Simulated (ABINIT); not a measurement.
A run of ABINIT 10.8.3 (patched build) is set up as follows.

The input run.abi:

```
pp_dirpath "./"
pseudos "Pt.GGA_PBE-JTH.xml, Ti.GGA_PBE-JTH.xml"

acell 3*1.0 Angstrom
rprim
     3.8970000000     0.0000000000     0.0000000000
     0.0000000000     3.8970000000     0.0000000000
     0.0000000000     0.0000000000     3.8970000000
ntypat 2
znucl 78 22
natom 4
typat 1 1 1 2
xred
     0.5000000000     0.5000000000     0.0000000000
     0.5000000000     0.0000000000     0.5000000000
     0.0000000000     0.5000000000     0.5000000000
     0.0000000000     0.0000000000     0.0000000000

ecut 435.382180 eV
pawecutdg 32.0
pawxcdev 0

kptopt 1
ngkpt 7 7 7
nshiftk 1
shiftk 0.0 0.0 0.0

ixc -116133

nband 26
occopt 3
tsmear 0.00183747

nstep 100
tolvrs 1.0e-9

iomode 3
prtwf 0
prtden 0
prteig 0
prtebands 0
enunit 2
```

Potentials or basis: JTH PAW PBE v2.0.

Run with:

```bash
$ abinit run.abi > log 2>&1
```

Question: Estimate the pressure.

Answer: 1.5 GPa.

Question: Estimate the band gap on the k mesh.

Answer: None (metal or under the smearing width).

Caveat: the PAW data sets were made with another functional, which shifts forces and pressure a little. The run has no spin-orbit coupling, so splittings on Pt are missing.
